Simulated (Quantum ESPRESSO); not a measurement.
BN:

```
N B
1.0
     0.00000    1.81300    1.81300
     1.81300    0.00000    1.81300
     1.81300    1.81300    0.00000
N B
1 1
Direct
  0.25000 0.25000 0.25000
  0.00000 0.00000 0.00000
```

The cell is a database's computed one.

Base run:

- Program: Quantum ESPRESSO 7.5
- Functional: rev-vdW-DF2
- Potentials or basis: PseudoDojo 0.4.1 SR PBE standard
- Cutoff: 1143 eV
- Density cutoff: 4572 eV
- k mesh: 13 × 13 × 13
- Occupations: fermi-dirac, width 0.05 eV
- Spin: no spin polarisation

Its results: band gap on the k mesh 4.60 eV, indirect (least direct gap 8.86 eV); pressure -1.0 GPa.

**Question.** The run is repeated on the same cell with these changes: functional from rev-vdW-DF2 to LDA; potentials or basis from PseudoDojo 0.4.1 SR PBE standard to PseudoDojo 0.4.1 SR LDA standard. What comes out?

**Answer.** Band gap on the k mesh 4.48 eV, indirect (least direct gap 8.70 eV); pressure -13.9 GPa.

Caveats: the potentials were made for another functional, which shifts forces and pressure (some runs).

A k mesh can miss the band edges.
